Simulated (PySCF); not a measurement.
Species: C8H6.
Atom-mapped SMILES: `[CH:1]#[C:2][c:3]1[cH:4][cH:5][cH:6][cH:7][cH:8]1` (hydrogens: H9 on C1; H10 on C4; H11 on C5; H12 on C6; H13 on C7; H14 on C8)

Computed by this run: PySCF, B3LYP/def2-SVP geometry optimisation, gas phase; density fitting, grid level 1; the optimiser is geomeTRIC in internal coordinates, started from a GFN2-xTB structure.

Step 0: E = -8385.8081 eV
```
atom  x, y, z in Å  |  force x, y, z in eV/Å
C1      2.2099    1.8832    1.6393    0.325   0.277   0.242
C2      1.4148    1.2063    1.0469   -0.472  -0.395  -0.354
C3      0.4761    0.4066    0.3502    0.174   0.146   0.132
C4     -0.0445    0.8368   -0.8702   -0.026   0.139  -0.172
C5     -0.9588    0.0509   -1.5451   -0.098   0.072  -0.224
C6     -1.3631   -1.1632   -1.0131   -0.164  -0.135  -0.125
C7     -0.8497   -1.5928    0.2002   -0.076  -0.226   0.092
C8      0.0670   -0.8161    0.8822   -0.006  -0.163   0.149
H9      2.9048    2.4748    2.1569    0.684   0.583   0.509
H10     0.2728    1.7854   -1.2791    0.131   0.359  -0.146
H11    -1.3588    0.3866   -2.4909   -0.175   0.143  -0.406
H12    -2.0782   -1.7741   -1.5437   -0.320  -0.271  -0.236
H13    -1.1658   -2.5382    0.6166   -0.136  -0.411   0.175
H14     0.4726   -1.1465    1.8276    0.158  -0.118   0.363
```

Task: Estimate the geometry and energy of step 1. (The exact step hangs on the optimiser's Hessian estimate; all steps are aligned on step 0, rigid shifts and turns removed.)

Result: E = -8385.8830 eV, largest force 0.188 eV/Å
```
atom  x, y, z in Å  |  force x, y, z in eV/Å
C1      2.2369    1.9074    1.6585    0.123   0.107   0.093
C2      1.4328    1.2226    1.0612   -0.042  -0.038  -0.031
C3      0.4840    0.4131    0.3573   -0.023  -0.018  -0.017
C4     -0.0472    0.8384   -0.8771    0.041   0.091  -0.023
C5     -0.9703    0.0480   -1.5592   -0.034   0.017  -0.068
C6     -1.3801   -1.1772   -1.0256   -0.041  -0.035  -0.032
C7     -0.8599   -1.6090    0.1978   -0.029  -0.070   0.023
C8      0.0635   -0.8241    0.8858    0.049  -0.015   0.089
H9      2.9496    2.5145    2.1878   -0.052  -0.044  -0.039
H10     0.2745    1.7964   -1.2924   -0.007  -0.016   0.005
H11    -1.3739    0.3911   -2.5158    0.007  -0.003   0.014
H12    -2.1047   -1.7952   -1.5628    0.011   0.009   0.007
H13    -1.1770   -2.5664    0.6202    0.006   0.014  -0.006
H14     0.4711   -1.1601    1.8421   -0.009   0.002  -0.016
```

The energy changes by -0.0749 eV. The first-order estimate −F·Δx gives -0.1494 eV and the mean of the old and new forces, exact on a quadratic surface, -0.0761 eV. The step makes an angle of 42° with the force vector and moves no atom by more than 0.067 Å.

What follows is the cost of the whole optimisation. The run took 18 s of wall time on one thread of an Arm Neoverse V1, shared host with 32 logical CPUs at a one-minute load of 9.4, and the process peaked at 0.62 GiB of memory.
